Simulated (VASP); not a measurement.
AlP: single point with LDA

**Experimental background.**

A printed reference work, data compilation reports, for a bulk crystal of AlP at 4.2 K: band gap 2.505 eV (indirect).

AlP:

```
Al P
1.0
     2.71693    2.71693    0.00000
    -2.71693    2.71693    0.00000
     0.00000    2.71693    2.71693
Al P
1 1
Direct
  0.00000 0.00000 0.00000
  0.75000 0.25000 0.50000
```

```yaml
Program: VASP 6.6.1
Task: single point
Functional: LDA
Potentials_or_basis: VASP PAW LDA potentials, release 64 (Al, P)
Cutoff: 500 eV
k_mesh: 8 × 8 × 8
Occupations: gaussian, width 0.01 eV
Spin: no spin polarisation
```

- Pressure: 0.1 GPa
- Band gap on the k mesh: 1.41 eV, indirect (least direct gap 3.24 eV)

Levels at points of the mesh, in eV from the valence-band top:
```csv
k point,band 2,band 3,band 4,band 5,band 6,band 7
"(0.00, 0.00, 0.00)",0.00,0.00,0.00,3.24,4.49,4.49
"(0.50, 0.00, 0.00)",-5.65,-0.78,-0.78,2.72,4.74,4.74
"(0.50, 0.50, 0.00)",-5.40,-2.15,-2.15,1.41,2.33,11.01
```

Run time: 18 s on 1 thread of AMD EPYC 7R43 64-Core Processor (Zen 3), with other jobs on the host, peak memory 0.1 GiB.

Measured gap of AlP: 2.505 eV (indirect; 4.2 K; a printed reference work, data compilation). This calculation gives 1.41 eV (-1.09 eV). The value is that of LDA on a finite k mesh, which can miss the band edges, without temperature or zero-point motion. Semilocal functionals fall short of measured gaps as a rule.
